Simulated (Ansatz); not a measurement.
Runs of Ansatz 0.2.0 on HgTe (Coloradoite). Symmetry: F-43m, No. 216, cubic system. The conventional cell has a = 6.429 Å, b = 6.429 Å, c = 6.429 Å, α = 90.00°, β = 90.00°, γ = 90.00°. Around Hg (site symmetry -43m) lie 4 Te at 2.78 Å. Around Te (site symmetry -43m) lie 4 Hg at 2.78 Å. 

| task | level | spin | cell | k mesh | cutoff (eV) | points for each segment of the path | atoms under strain | gap on the mesh (eV) | pressure (GPa) | relaxed volume (Å³/atom) |
| --- | --- | --- | --- | --- | --- | --- | --- | --- | --- | --- |
| band structure | PBEsol | off | as given | 7 × 7 × 7 | 420 | 14 | - | none | 1.8 | - |
| relaxation of cell and atoms | PBEsol | off | relaxed | 7 × 7 × 7 | 420 | - | - | - | 0.0 | 34.50 |
| band structure | r2SCAN | SOC, no magnetisation | as given | 5 × 5 × 5 | 500 | 14 | - | none | 2.8 | - |
| relaxation of cell and atoms | revPBE+D3(BJ) | off | relaxed | 7 × 7 × 7 | 420 | - | - | none | 0.0 | (a) |
| relaxation of cell and atoms | revPBE+D4 | off | relaxed | 7 × 7 × 7 | 420 | - | - | none | 0.0 | 34.96 |
| relaxation of cell and atoms | revPBE | off | relaxed | 7 × 7 × 7 | 420 | - | - | - | 0.0 | (b) |
| band structure | BLYP | off | as given | 7 × 7 × 7 | 420 | 14 | - | none | 7.8 | - |
| elastic constants | PBEsol | off | as given | 5 × 5 × 5 | 420 | - | relaxed | none | 1.9 | - |

Alike in all rows: potentials or basis Ansatz PAW; smearing fermi-dirac 0.05 eV.

Q: Fill in the values left out.

A: (a) 34.60; (b) 38.08.

Caveats: the PAW data sets come from PBE, with cores solved anew for the run's functional, which leaves a small shift of forces and pressure; the plane-wave basis is chosen anew once the cell has moved, so the energies of steps on either side of that aren't comparable (some runs); spin-orbit coupling is left out, which moves the levels of the heavy elements (some runs); pairwise dispersion overbinds metals, which lowers pressure and volume (some runs); the volume moved by +15 % from the deposited cell, more than functionals usually miss (some runs); elastic constants of metals need much finer meshes, so these are rough (some runs).

A k mesh can miss the band edges, and rows without SOC leave out spin-orbit coupling on Hg, Te.

A gap of «none» marks a metal or a gap under the smearing width.

Runs at the PBE level aren't shown here.
